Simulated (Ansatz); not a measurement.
**CsSnBr3: a prediction, then the measurements**

All numbers below come from DFT PBE, scalar-relativistic, plane waves, PAW (Ansatz 0.2.0).

Plane waves to 420 eV, a k mesh through Γ of 6×6×6 on the computed 5-atom cell and Gaussian smearing (0.02 eV); no spin polarisation.

Relaxed structure, symmetry kept:

```
CELL_PARAMETERS angstrom
5.89529 0.00000 0.00000
0.00000 5.89529 0.00000
0.00000 0.00000 5.89529
ATOMIC_POSITIONS crystal
Cs 0.00000 0.00000 0.00000
Sn 0.50000 0.50000 0.50000
Br 0.50000 0.00000 0.50000
Br 0.50000 0.50000 0.00000
Br 0.00000 0.50000 0.50000
```

| Item | Value |
| --- | --- |
| Space group | Pm-3m (No. 221) |
| Volume per atom | 276.5 bohr³ |
| Formation energy from the elements' standard states (Br, Hg as crystals; uncorrected) | -1.243 eV/atom |
| Kohn–Sham band gap | 0.65 eV |
| Löwdin character of the top 1 eV of the valence band | Br 4p 51 %, Sn 5s 29 %, Sn 5p 16 % |
| Löwdin character of the lowest 1 eV of the conduction band | Sn 5p 77 %, Br 4p 10 %, Br 4s 8 %, unprojected 4 % |
| Bader charges (e) | Cs (1 in the cell) 0.89, Sn (1 in the cell) 1.13, Br (3 in the cell) -0.67 |

Spin-orbit coupling is left out, which matters for the bands of heavy elements.

**Experimental background.**

“Changes in charge density vs changes in formal oxidation states: The case of Sn halide perovskites and their ordered vacancy analogues”, 2017, arxiv:1705.01565 quotes, for a powder of CsSnBr3: lattice constant a 5.7956 ± 0.0007 Å.

From “Influence of hidden halogen mobility on local structure of CsSn(Cl1−xBrx)3 mixed-halide perovskites by solid-state NMR”, 2020, pmc:8179406, for a powder of CsSnBr3 at 300 K: band gap 1.79 eV (direct).

A measured lattice constant a of CsSnBr3 is 5.7956 Å (powder; quoted in the paper above); the calculated 5.895 Å misses it by +1.7 %. 3 values of this kind are on record (5.7848 to 5.8031 Å); this one was drawn at random among those near their median, those with a stated uncertainty first. The calculation is for 0 K without zero-point motion. Measured band gap of CsSnBr3: 1.79 eV (direct; 300 K; powder; the paper above). This calculation gives 0.65 eV (-1.14 eV). So large a miss may mean another phase, state or a wrong row. Kohn–Sham gaps of semilocal functionals fall short of measured ones as a rule; spin-orbit coupling, left out here, would usually lower the calculated gap of a compound with heavy elements.

Symmetry holds off the tilts and polar distortions that many cubic perovskites undergo. A gap measured on a powder or ceramic can differ from the single crystal's.

Cost: 1 run of about 0.41 core-minutes, on AMD EPYC 9R45 (Zen 5) (shared hosts).